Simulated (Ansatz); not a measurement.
Geometry optimisation, Ansatz, DFT PBE-D3(BJ), scalar-relativistic, plane waves, PAW.

Input:

```yaml
crystal:
  lattice:
    - [6.933702, 0.0, 0.0]
    - [0.0, 5.6903, 0.0]
    - [0.0, 0.0, 20.990445]
  atoms:
    - { symbol: Ba, position: [0.0, 0.0, 0.0476407] }
    - { symbol: Ti, position: [0.5, 0.9876, 0.0476407] }
    - { symbol: O, position: [0.6651982, 0.0126, 0.1253262] }
    - { symbol: O, position: [0.993311, 0.75146, 0.16521] }
    - { symbol: O, position: [0.3370855, 0.75146, 0.0854425] }
    - { symbol: Ba, position: [0.6651982, 0.5, 0.1253262] }
    - { symbol: Ti, position: [0.1651982, 0.4876, 0.1253262] }
    - { symbol: O, position: [0.0, 0.5126, 0.0476407] }
    - { symbol: O, position: [0.3281128, 0.25146, 0.0875245] }
    - { symbol: O, position: [0.0022837, 0.25146, 0.163128] }
    - { symbol: Ba, position: [0.3303964, 0.0, 0.2030118] }
    - { symbol: Ti, position: [0.8303964, 0.9876, 0.2030118] }
    - { symbol: O, position: [0.9955946, 0.0126, 0.2806973] }
    - { symbol: O, position: [0.3237074, 0.75146, 0.320581] }
    - { symbol: O, position: [0.6674819, 0.75146, 0.2408135] }
    - { symbol: Ba, position: [0.9955946, 0.5, 0.2806973] }
    - { symbol: Ti, position: [0.4955946, 0.4876, 0.2806973] }
    - { symbol: O, position: [0.3303964, 0.5126, 0.2030118] }
    - { symbol: O, position: [0.6585092, 0.25146, 0.2428955] }
    - { symbol: O, position: [0.3326801, 0.25146, 0.318499] }
    - { symbol: Ba, position: [0.6607929, 0.0, 0.3583828] }
    - { symbol: Ti, position: [0.1607929, 0.9876, 0.3583828] }
    - { symbol: O, position: [0.3259911, 0.0126, 0.4360683] }
    - { symbol: O, position: [0.6541038, 0.75146, 0.475952] }
    - { symbol: O, position: [0.9978783, 0.75146, 0.3961846] }
    - { symbol: Ba, position: [0.3259911, 0.5, 0.4360683] }
    - { symbol: Ti, position: [0.8259911, 0.4876, 0.4360683] }
    - { symbol: O, position: [0.6607929, 0.5126, 0.3583828] }
    - { symbol: O, position: [0.9889056, 0.25146, 0.3982665] }
    - { symbol: O, position: [0.6630765, 0.25146, 0.4738701] }
    - { symbol: O, position: [0.6841729, 0.2483517, 0.5369322] }
    - { symbol: H, position: [0.5989477, 0.1203034, 0.5464603] }
    - { symbol: H, position: [0.8106326, 0.1897324, 0.5464603] }
basis:
  ecutwfc: 420.0
kpoints:
  mp_grid: { grid: [2, 2, 1] }
hamiltonian:
  xc: pbe
  dispersion: d3bj
  pseudopotentials: { kind: paw, azcp: { folder: soft_1 } }
scf:
  occupations: { method: gaussian, width: 0.02 }
  lower_state_search: "off"
relax:
  f_tol: 0.03
  max_steps: 60
  adjacent_minimum: "off"
  constraints: [{ sites: [0, 1, 4, 7, 8] }]
```

Launched with:

```bash
$ ansatz run input.yaml --threads 4 --pin off --max-ram 10240MiB --backend cpu --events-out ev --progress --plain --runs-dir out
```

Q: Where does it end, and by what steps?

A: The run converged. The force dipped under the threshold on the way, but the program's further checks kept it going. Limits of this set-up: coarse k mesh, slab without dipole correction, a typed lattice constant that wasn't relaxed here. After 25 steps the energy has fallen by 8.631 eV; O31 moved furthest, 1.79 Å. Parted: O30–O31 (1.33 → 2.80 Å).

```tsv
step	energy less start (eV)	largest force component (eV/Å)	accepted
0	0.0000	5.324	yes
1	-2.7369	2.791	yes
2	-4.2153	2.756	yes
3	-5.1263	3.064	yes
4	-6.1730	2.483	yes
5	-6.8893	2.398	yes
6	-7.4863	2.118	yes
7	-7.8194	1.293	yes
8	-8.0235	1.310	yes
9	-8.1611	1.730	yes
10	-8.3283	1.003	yes
11	-8.4339	0.999	yes
12	-8.5089	0.612	yes
13	-8.5501	1.171	yes
14	-8.6004	0.466	yes
15	-8.5218	0.946	no
16	-8.6152	0.268	yes
17	-8.6268	0.054	yes
18	-8.6272	0.120	yes
19	-8.6287	0.032	yes
20	-8.6293	0.018	yes
21	-8.6302	0.051	yes
22	-8.6307	0.070	yes
23	-8.6310	0.052	yes
24	-8.6311	0.016	yes
25	-8.6311	0.016	yes
```

```xyz
33
Lattice="6.9337 0.0000 0.0000 0.0000 5.6903 0.0000 0.0000 0.0000 20.9904" Properties=species:S:1:pos:R:3
Ba 0.000 0.000 1.000
Ti 3.467 5.620 1.000
O 4.745 -0.030 2.106
O 6.917 4.322 3.352
O 2.337 4.276 1.793
Ba 4.506 2.820 2.824
Ti 0.906 2.837 2.593
O 0.000 2.917 1.000
O 2.275 1.431 1.837
O -0.069 1.411 3.341
Ba 2.246 0.000 4.438
Ti 5.781 5.681 4.519
O 6.867 0.004 5.923
O 2.321 4.251 6.747
O 4.618 4.301 4.936
Ba 6.914 2.844 6.032
Ti 3.248 2.845 6.035
O 2.264 2.853 4.309
O 4.606 1.365 4.941
O 2.316 1.441 6.747
Ba 4.532 0.000 7.845
Ti 1.099 5.691 7.963
O 2.278 -0.007 9.225
O 4.702 4.117 9.971
O 7.006 4.207 8.455
Ba 2.325 2.852 9.734
Ti 5.587 2.843 9.086
O 4.640 2.845 7.440
O 7.009 1.485 8.465
O 4.685 1.578 9.968
O 4.242 -0.002 12.239
H 4.434 -0.738 11.615
H 4.421 0.737 11.615
```

Whether the end is a true minimum wasn't checked by a vibrational analysis.

Run time: 4.9 min on 4 threads of Arm Neoverse V2, on a shared host, peak memory 2.6 GiB.
